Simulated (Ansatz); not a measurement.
A 4-atom cell of CuI (Cmcm) from a materials database was relaxed with 3 functionals in Ansatz 0.2.0, cell and atoms free, the symmetry of the start kept (meshes: PBE-D3(BJ) 4×4×6, r2SCAN+rVV10 6×6×6, PBE-D4 6×6×6). Spin-unpolarised throughout; all numbers are computed.

The PBE-D3(BJ) result:
```
Cu I
1.0
     3.31945   -3.50276    0.00000
     3.31945    3.50276    0.00000
     0.00000    0.00000    4.36731
Cu I
2 2
Direct
  0.41305 0.58695 0.75000
  0.58695 0.41305 0.25000
  0.78613 0.21387 0.75000
  0.21387 0.78613 0.25000
```

It is orthorhombic, Cmcm (No. 63); conventional cell a = 6.639 Å, b = 7.006 Å, c = 4.367 Å, 25.39 Å³ an atom. Cu has 2 Cu at 2.50 Å and 3 I at 2.59–2.61 Å; I has 3 Cu at 2.59–2.61 Å.

(1) How does the cell change with PBE-D4?

(2) How does the cell change with r2SCAN+rVV10?

## Answers

(1) a = 6.680 Å, b = 7.023 Å, c = 4.365 Å; the volume differs by +0.8 % from PBE-D3(BJ)'s. Cu has 2 Cu at 2.50 Å and 3 I at 2.59–2.61 Å; I has 3 Cu at 2.59–2.61 Å.

(2) a = 7.007 Å, b = 7.186 Å, c = 4.322 Å; the volume differs by +7.2 % from PBE-D3(BJ)'s. Around Cu lie 2 Cu at 2.47 Å and 3 I at 2.57–2.60 Å; around I lie 3 Cu at 2.57–2.60 Å.
